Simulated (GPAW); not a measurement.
Runs of GPAW 26.7.0 on Ir. It takes space group Fm-3m (No. 225, cubic). The conventional cell has a = 3.831 Å, b = 3.831 Å, c = 3.831 Å, α = 90.00°, β = 90.00°, γ = 90.00°. Around Ir (site symmetry m-3m) lie 12 Ir at 2.71 Å. 

| task | level | potentials or basis | spin | U | cell | k mesh | cutoff (eV) | maxiter | band path | band points | spin axis theta (degrees) | spin axis phi (degrees) | grid spacing | other keys | gap on the mesh (eV) | pressure (GPa) | moment (μB) |
| --- | --- | --- | --- | --- | --- | --- | --- | --- | --- | --- | --- | --- | --- | --- | --- | --- | --- |
| band structure | BEEF-vdW | GPAW PAW data sets (gpaw-data 1.2.1), fd | collinear, zero start, SOC | - | as given | 10 × 10 × 10 | - | 150 | GXWKGLUWLK,UX | 60 | 90 | 0 | 0.16 Å | - | - | - | 0.00 |
| band structure | revPBE+U | PAW data sets generated in the run's folder for this functional, pw | collinear, ferromagnetic start, SOC | Ir d U = 5.3 eV | as given | 12 × 12 × 12 | 600 | 150 | GXWKGLUWLK,UX | 80 | 0 | 0 | - | - | - | (a) | 0.47 |
| electrostatic potential | BEEF-vdW | GPAW PAW data sets (gpaw-data 1.2.1), pw | off | - | volume scaled by 0.88 | 12 × 12 × 12 | 600 | 75 | - | - | - | - | - | several, not listed | none | - | - |
| atomic charges | LDA | the program's PAW data sets (release 1.2.1) made for this functional, pw | collinear, random start | - | as given | 12 × 12 × 12 | 600 | 150 | - | - | - | - | - | - | none | -8.8 | 0.00 |
| band structure | OLYP+D3(BJ) | PAW data sets generated in the run's folder for this functional, pw | SOC, no magnetisation | - | volume scaled by 0.88 | 11 × 11 × 11 | 600 | 75 | GXWKGLUWLK,UX | 60 | 0 | 0 | - | several, not listed | - | 37.1 | - |

Alike in all rows: smearing fermi-dirac 0.05 eV.

Task: Estimate the missing entries.

Result: (a) 8.7.

Caveats: spin-orbit coupling was added after a scalar SCF, so levels and gaps hold it while energy, forces, pressure and moments don't (some runs); this program's spin-orbit splittings come out too wide for heavy elements (some runs); the PAW data sets were made with another functional, which shifts forces and pressure a little (some runs); the U is typed as a test and isn't derived for this compound (some runs); pairwise dispersion overbinds metals, which lowers pressure and volume (some runs).

A k mesh can miss the band edges, and rows without SOC leave out spin-orbit coupling on Ir.

A gap of «none» marks a metal or a gap under the smearing width.
